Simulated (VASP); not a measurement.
# ZnO (P6_3/mmc) in VASP: further runs

Aim: see how the results for ZnO move with the level of theory and the settings. Levels: PBEsol, PBE. Tasks: single point.

All numbers are computed with VASP 6.6.1; they aren't measurements. Logs are shortened: lines on timing, memory, paths and dates and some standing lists are left out, and cuts for length are marked.

## (1) The structure

It takes space group P6_3/mmc (No. 194, hexagonal). The conventional cell has a = 3.288 Å, b = 3.288 Å, c = 7.130 Å, α = 90.00°, β = 90.00°, γ = 120.00°. Zn (site symmetry -6m2) is surrounded by 3 O at 1.90 Å. O (site symmetry -6m2) has 3 Zn at 1.90 Å as nearest neighbours.

Measurements of this composition are mostly on another form, of space group No. 186.

## (2) Single point, PBEsol (grid = ENCUT=650 dk=0.45 cell=2x2x1 ISMEAR=0 SIGMA=0.05 LREAL=Auto EDIFF=1e-06)

INCAR

```
SYSTEM = ZnO
PREC = Accurate
ENCUT = 650
EDIFF = 1E-6
ISMEAR = 0
SIGMA = 0.05
LREAL = Auto
LASPH = .TRUE.
NELM = 120
ALGO = Fast
ISIF = 2
LWAVE = .FALSE.
LCHARG = .FALSE.
GGA = PS
NBANDS = 80
```

KPOINTS

```
Automatic mesh
0
G
  3 3 2
  0 0 0
```

POSCAR

```
ZnO
1.0
    6.5759343174      0.0000000000      0.0000000000
   -3.2879671586      5.6949261724      0.0000000000
    0.0000000000      0.0000000000      7.1304413500
Zn O
8 8
Direct
    0.0000000000      0.0000000000      0.2500000000
    0.0000000000      0.5000000000      0.2500000000
    0.5000000000      0.0000000000      0.2500000000
    0.5000000000      0.5000000000      0.2500000000
    0.0000000000      0.0000000000      0.7500000000
    0.0000000000      0.5000000000      0.7500000000
    0.5000000000      0.0000000000      0.7500000000
    0.5000000000      0.5000000000      0.7500000000
    0.3333333334      0.1666666666      0.7500000000
    0.3333333334      0.6666666666      0.7500000000
    0.8333333333      0.1666666666      0.7500000000
    0.8333333333      0.6666666666      0.7500000000
    0.1666666666      0.3333333334      0.2500000000
    0.1666666666      0.8333333333      0.2500000000
    0.6666666666      0.3333333334      0.2500000000
    0.6666666666      0.8333333333      0.2500000000
```

Potentials or basis: VASP PAW PBE potentials, release 64 (Zn, O).

Command:

```console
cat potpaw_PBE.64/Zn/POTCAR potpaw_PBE.64/O/POTCAR > POTCAR
mpirun -np 1 vasp_std > vasp.out
```

OUTCAR:

```text
SYSTEM = ZnO
   PREC = Accurate
   ENCUT = 650
   EDIFF = 1E-6
   ISMEAR = 0
   LREAL = Auto
   LASPH = .TRUE.
   NELM = 120
   ISIF = 2
   GGA = PS

 Found      6 irreducible k-points:

 Following reciprocal coordinates:
            Coordinates               Weight
  0.000000  0.000000  0.000000      1.000000
  0.333333  0.000000  0.000000      6.000000
  0.333333  0.333333  0.000000      2.000000
  0.000000  0.000000  0.500000      1.000000
  0.333333  0.000000  0.500000      6.000000
  0.333333  0.333333  0.500000      2.000000
   k-points           NKPTS =      6   k-points in BZ     NKDIM =      6   number of bands    NBANDS=     80
   number of dos      NEDOS =    301   number of ions     NIONS =     16
   total plane-waves  NPLWV = 188160
   dimension x,y,z NGX =    56 NGY =   56 NGZ =   60
   dimension x,y,z NGXF=   112 NGYF=  112 NGZF=  120
   ions per type =               8   8
   NGX,Y,Z   is equivalent  to a cutoff of  14.16, 14.16, 13.99 a.u.
   NGXF,Y,Z  is equivalent  to a cutoff of  28.31, 28.31, 27.98 a.u.
 SYSTEM =  ZnO
   PREC   = accura    normal or accurate (medium, high low for compatibility)
   ISTART =      0    job   : 0-new  1-cont  2-samecut
   ICHARG =      2    charge: 1-file 2-atom 10-const
   ISPIN  =      1    spin polarized calculation?
   LNONCOLLINEAR =      F non collinear calculations
   LSORBIT =      F    spin-orbit coupling
   LASPH  =      T    aspherical Exc in radial PAW
   ENCUT  =  650.0 eV  47.77 Ry    6.91 a.u.  13.67 13.67 14.82*2*pi/ulx,y,z
   NELM   =    120;   NELMIN=  2; NELMDL= -5     # of ELM steps
   EDIFF  = 0.1E-05   stopping-criterion for ELM
   LREAL  =      T    real-space projection
   EDIFFG = 0.1E-04   stopping-criterion for IOM
   NSW    =      0    number of steps for IOM
   IBRION =     -1    ionic relax: 0-MD 1-quasi-New 2-CG
   NFREE  =      0    steps in history (QN), initial steepest desc. (CG)
   ISIF   =      2    stress and relaxation
   ISYM   =      2    0-nonsym 1-usesym 2-fastsym
   POTIM  = 0.5000    time-step for ionic-motion
   TEBEG  =    0.0;   TEEND  =   0.0 temperature during run
   PSTRESS=    0.0 pullay stress
   NELECT =     144.0000    total number of electrons
   NUPDOWN=      -1.0000    fix difference up-down
   EMIN   =  10.00;   EMAX   =-10.00  energy-range for DOS
   EFERMI =   0.00;   METHOD = LEGACY
   ISMEAR =     0;   SIGMA  =   0.05  broadening in eV -4-tet -1-fermi 0-gaus
   EFERMI_NEDOS =   21; number of points for ismear=-14 and -15
   IALGO  =     68    algorithm
   IMIX   =      4    mixing-type and parameters
     AMIX     =   0.40;   BMIX     =  1.00
     AMIX_MAG =   1.60;   BMIX_MAG =  1.00
  volume/ion in A,a.u.               =      16.69       112.63
  Fermi-wavevector in a.u.,A,eV,Ry     =   1.332524  2.518105 24.158775  1.775620
  Thomas-Fermi vector in A             =   2.461452
   LORBIT       =      0    0 simple, 1 ext, 2 COOP (PROOUT), +10 PAW based schemes
   GGA     = PS    functional components
   LHFCALC =     F    Hartree Fock is set to
   AEXX    =    0.0000 exact exchange contribution
   IVDW    =     0    specifies the selected vdW correction
   LEPSILON=     F    determine dielectric tensor
   LRPA    =     F    only Hartree local field effects (RPA)
 non-spin polarized calculation
 RMM-DIIS sequential band-by-band and
 Gauss-broadening in eV      SIGMA  =   0.05
  energy-cutoff  :      650.00
  volume of cell :      267.03
 maximum number of plane-waves:     10074
 NGX is ok and might be reduce to    56

 number of electron     143.9999936 magnetization

 Free energy of the ion-electron system (eV)
  ---------------------------------------------------
  ext. energy  EPLUGINS =         0.00000000
  ---------------------------------------------------
  free energy    TOTEN  =       -73.08688483 eV

  energy without entropy =      -73.08688483  energy(sigma->0) =      -73.08688483

 E-fermi :  -0.6303     XC(G=0):  -9.1713

 val. band max:       -0.9075373605   @ k =   0.0000   0.0000   0.0000
 cond. band min:      -0.1577785152   @ k =   0.0000   0.0000   0.0000
 fundamental gap:      0.7497588453
 Fermi energy:        -0.6302925074

 k-point     1 :       0.0000    0.0000    0.0000
  band No.  band energies     occupation
      1     -18.3037      2.00000
      2     -18.2210      2.00000
      3     -17.7810      2.00000
      4     -17.7810      2.00000
      5     -17.7810      2.00000
      6     -17.7622      2.00000
[... 72 lines left out ...]
     79       4.5447      0.00000
     80       4.5454      0.00000

 k-point     2 :       0.3333    0.0000    0.0000
  band No.  band energies     occupation
      1     -18.1801      2.00000
      2     -18.1078      2.00000
      3     -17.9210      2.00000
      4     -17.8765      2.00000
      5     -17.7858      2.00000
      6     -17.7858      2.00000
[... 72 lines left out ...]
     79       4.3998      0.00000
     80       4.4359      0.00000

 k-point     3 :       0.3333    0.3333    0.0000
  band No.  band energies     occupation
      1     -17.9883      2.00000
      2     -17.9883      2.00000
      3     -17.9883      2.00000
      4     -17.9351      2.00000
      5     -17.9351      2.00000
      6     -17.9351      2.00000
[... 72 lines left out ...]
     79       4.1471      0.00000
     80       5.1598      0.00000

 k-point     4 :       0.0000    0.0000    0.5000
  band No.  band energies     occupation
      1     -18.2626      2.00000
      2     -18.2626      2.00000
      3     -17.7716      2.00000
      4     -17.7716      2.00000
      5     -17.7716      2.00000
      6     -17.7716      2.00000
[... 72 lines left out ...]
     79       4.0379      0.00000
     80       4.0379      0.00000

 k-point     5 :       0.3333    0.0000    0.5000
  band No.  band energies     occupation
      1     -18.1442      2.00000
      2     -18.1442      2.00000
      3     -17.8988      2.00000
      4     -17.8988      2.00000
      5     -17.7741      2.00000
      6     -17.7741      2.00000
[... 72 lines left out ...]
     79       4.2312      0.00000
     80       4.2312      0.00000

 k-point     6 :       0.3333    0.3333    0.5000
  band No.  band energies     occupation
      1     -17.9618      2.00000
      2     -17.9618      2.00000
      3     -17.9618      2.00000
      4     -17.9618      2.00000
      5     -17.9618      2.00000
      6     -17.9618      2.00000
[... 72 lines left out ...]
     79       4.8460      0.00000
     80       4.8460      0.00000

------------------------ aborting loop because EDIFF is reached ----------------------------------------

  FORCE on cell =-STRESS in cart. coord.  units (eV):
  Direction    XX          YY          ZZ          XY          YZ          ZX
  --------------------------------------------------------------------------------------
  -------------------------------------------------------------------------------------
  Total       -9.2085615     -9.2085615     -1.7278799     -0.0000000     -0.0000000      0.0000000
  in kB      -55.2510325    -55.2510325    -10.3672165     -0.0000000     -0.0000000      0.0000000
  external PRESSURE =     -40.2897605 kB  Pullay stress =       0.0000000 kB

 VOLUME and BASIS-vectors are now :
 -----------------------------------------------------------------------------
  energy-cutoff  :      650.00
  volume of cell :      267.03
      direct lattice vectors                 reciprocal lattice vectors
     6.575934317  0.000000000  0.000000000     0.152069645  0.087797451  0.000000000
    -3.287967159  5.694926172  0.000000000     0.000000000  0.175594901  0.000000000
     0.000000000  0.000000000  7.130441350     0.000000000  0.000000000  0.140243773

 POSITION                                       TOTAL-FORCE (eV/Angst)
 -----------------------------------------------------------------------------------
      0.00000      0.00000      1.78261        -0.000000     -0.000000      0.000000
     -1.64398      2.84746      1.78261        -0.000000     -0.000000      0.000000
      3.28797      0.00000      1.78261        -0.000000     -0.000000      0.000000
      1.64398      2.84746      1.78261        -0.000000     -0.000000     -0.000000
      0.00000      0.00000      5.34783        -0.000000      0.000000      0.000000
     -1.64398      2.84746      5.34783        -0.000000      0.000000      0.000000
[... 8 lines left out ...]
      3.28797      1.89831      1.78261         0.000000     -0.000000     -0.000000
      1.64398      4.74577      1.78261         0.000000      0.000000     -0.000000
 -----------------------------------------------------------------------------------
    total drift:                                0.000001      0.000001      0.000000

  FREE ENERGIE OF THE ION-ELECTRON SYSTEM (eV)
  ---------------------------------------------------
  free  energy   TOTEN  =       -73.0868848307 eV

  energy  without entropy=      -73.0868848307  energy(sigma->0) =      -73.08688483
```

Wall time 3.1 min (1 thread of Intel Xeon Platinum 8488C (Sapphire Rapids), shared host); peak memory 0.48 GiB.

These settings aren't checked as converged: the numbers below hold their error.

Results:

* Free energy: -73.0869 eV
* Pressure: -4.0 GPa
* Band gap on the k mesh: 0.75 eV

Caveat: the k mesh is coarse (spacing up to 0.44 Å⁻¹), so the values aren't converged; the PAW data sets were made with another functional, which shifts forces and pressure a little.

## (3) Single point, PBE, spin-orbit coupling, no magnetisation

This run uses another cell than the first one: it holds 4 atoms, not 16.

INCAR

```
PREC = Accurate ; ENCUT = 750
EDIFF = 1E-8 ; ISMEAR = 0
SIGMA = 0.02 ; LREAL = False
LASPH = True ; NELM = 100
ALGO = Normal ; ISIF = 2
LWAVE = False ; LCHARG = False
MAGMOM = 0 0 0 0 0 0 0 0 0 0 0 0 ; LORBIT = 11
LSORBIT = True ; GGA_COMPAT = False
GGA = PE ; NBANDS = 52
```

KPOINTS

```
regular mesh
0
Gamma
  10 10 4
```

POSCAR

```
ZnO
1.0
    3.2879671587      0.0000000000      0.0000000000
   -1.6439835793      2.8474630862      0.0000000000
    0.0000000000      0.0000000000      7.1304413500
Zn O
2 2
Direct
    0.0000000000      0.0000000000      0.2500000000
    0.0000000000      0.0000000000      0.7500000000
    0.6666666667      0.3333333333      0.7500000000
    0.3333333333      0.6666666667      0.2500000000
```

Potentials or basis: VASP PAW PBE potentials, release 64 (Zn, O).

Command:

```console
cat potpaw_PBE.64/Zn/POTCAR potpaw_PBE.64/O/POTCAR > POTCAR
mpirun -np 1 vasp_ncl > vasp.out
```

Wall time 11 min (1 thread of AMD EPYC 7R43 (Zen 3), shared host); peak memory 0.62 GiB.

Results (log left out):

```yaml
Free_energy: -16.9865 eV
Pressure: 0.0 GPa
Valence_electrons_inside_the_program's_atomic_spheres: Zn 10.85; O 4.99
```

Stress tensor (GPa, compression positive):
```
-0.11  0.00  0.00
 0.00 -0.11  0.00
 0.00  0.00  0.14
```

## (4) Single point, PBE, spin-orbit coupling, no magnetisation

This run uses another cell than the first one: it holds 4 atoms, not 16.

INCAR: that of step 3 with these lines changed.

```diff
@@ -1,3 +1,3 @@
-PREC = Accurate ; ENCUT = 750
-EDIFF = 1E-8 ; ISMEAR = 0
+PREC = Accurate ; ENCUT = 600
+EDIFF = 1E-7 ; ISMEAR = 0
 SIGMA = 0.02 ; LREAL = False
```

KPOINTS

```
regular mesh
0
Gamma
  8 8 4
```

POSCAR is that of step 3.

Command:

```console
cat potpaw_PBE.64/Zn/POTCAR potpaw_PBE.64/O/POTCAR > POTCAR
mpirun -np 1 vasp_ncl > vasp.out
```

It took 8.6 min on 1 thread of AMD EPYC 7R43 (Zen 3), shared host; peak memory 0.43 GiB.

The run converged, but some of its settings lie outside the range that counts as converged, so its numbers aren't taken as properties of the crystal.

What came out:

| Property | Result |
| --- | --- |
| Free energy | -16.9791 eV |
| Pressure | -0.1 GPa |
| Valence electrons inside the program's atomic spheres | Zn 10.85; O 4.99 |

## (5) Single point, PBE, spin-orbit coupling, no magnetisation

This run uses another cell than the first one: it holds 4 atoms, not 16.

INCAR: that of step 4 with these lines changed.

```diff
@@ -1,2 +1,2 @@
-PREC = Accurate ; ENCUT = 600
+PREC = Accurate ; ENCUT = 350
 EDIFF = 1E-7 ; ISMEAR = 0
```

KPOINTS

```
regular mesh
0
Gamma
  10 10 4
```

POSCAR is that of step 4.

Command:

```console
cat potpaw_PBE.64/Zn/POTCAR potpaw_PBE.64/O/POTCAR > POTCAR
mpirun -np 1 vasp_ncl > vasp.out
```

Wall time 4.8 min (1 thread of AMD EPYC 7R43 (Zen 3), shared host); peak memory 0.25 GiB.

The run converged, but a check on its numbers failed (symmetry, net force, bounds or a known fault of this set-up), so they aren't taken as properties of the crystal.

Caveat: the cutoff lies under the usual one of these potentials, so the numbers hold a large basis-set error.

## (6) Single point, PBE, spin-orbit coupling, no magnetisation

This run uses another cell than the first one: it holds 4 atoms, not 16.

INCAR: that of step 5 with these lines changed.

```diff
@@ -1,2 +1,2 @@
-PREC = Accurate ; ENCUT = 350
+PREC = Accurate ; ENCUT = 250
 EDIFF = 1E-7 ; ISMEAR = 0
```

KPOINTS

```
regular mesh
0
Gamma
  5 5 2
```

POSCAR is that of step 5.

Potentials or basis: VASP PAW PBE potentials, release 64 (Zn, O).

Command:

```console
cat potpaw_PBE.64/Zn/POTCAR potpaw_PBE.64/O/POTCAR > POTCAR
mpirun -np 1 vasp_ncl > vasp.out
```

It took 49 s on 1 thread of AMD EPYC 7R43 (Zen 3), shared host; peak memory 0.14 GiB.

The run converged, but a check on its numbers failed (symmetry, net force, bounds or a known fault of this set-up), so they aren't taken as properties of the crystal.

Caveat: the k mesh is coarse (spacing up to 0.44 Å⁻¹), so the values aren't converged; the cutoff lies under the usual one of these potentials, so the numbers hold a large basis-set error; a pressure of tens of GPa on the cell as given is suspect, and the run, the potentials or the cell itself is likely at fault.
